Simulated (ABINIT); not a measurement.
The system is ZrC.

```
Zr C
1.0
     0.00000    2.36500    2.36500
     2.36500    0.00000    2.36500
     2.36500    2.36500    0.00000
Zr C
1 1
Direct
  0.50000 0.50000 0.50000
  0.00000 0.00000 0.00000
```

```yaml
Program: ABINIT 10.8.3 (patched build)
Task: relaxation of cell and atoms
Functional: LDA
Potentials_or_basis: PseudoDojo NC SR LDA v0.4.1 standard
Cutoff: 1116 eV
k_mesh: 8 × 8 × 8
Occupations: fermi-dirac, width 0.05 eV
Spin: no spin polarisation
```

At the start: pressure -12.2 GPa; volume 13.23 Å³/atom.

Task: How do energy, volume and symmetry change on relaxing?

Result: Over 5 steps the energy falls by 28.5 meV/atom and the volume is 12.52 Å³/atom (-5.4 %); space group Fm-3m (No. 225, to 0.05 Å).

The path:
```csv
step,energy change (eV),largest force (eV/Å),pressure (GPa),volume (Å³)
1,0.0000,0.0000,-12.21,26.46
2,-0.0509,0.0000,-4.23,25.48
3,-0.0569,0.0000,0.30,25.00
4,-0.0569,0.0000,-0.01,25.03
5,-0.0569,0.0000,0.00,25.03
```

Final structure:
```xyz
2
Lattice="0.0000 2.3217 2.3217 2.3217 0.0000 2.3217 2.3217 2.3217 0.0000" Properties=species:S:1:pos:R:3 pbc="T T T"
Zr    2.3217    2.3217    2.3217
C     0.0000    0.0000    0.0000
```
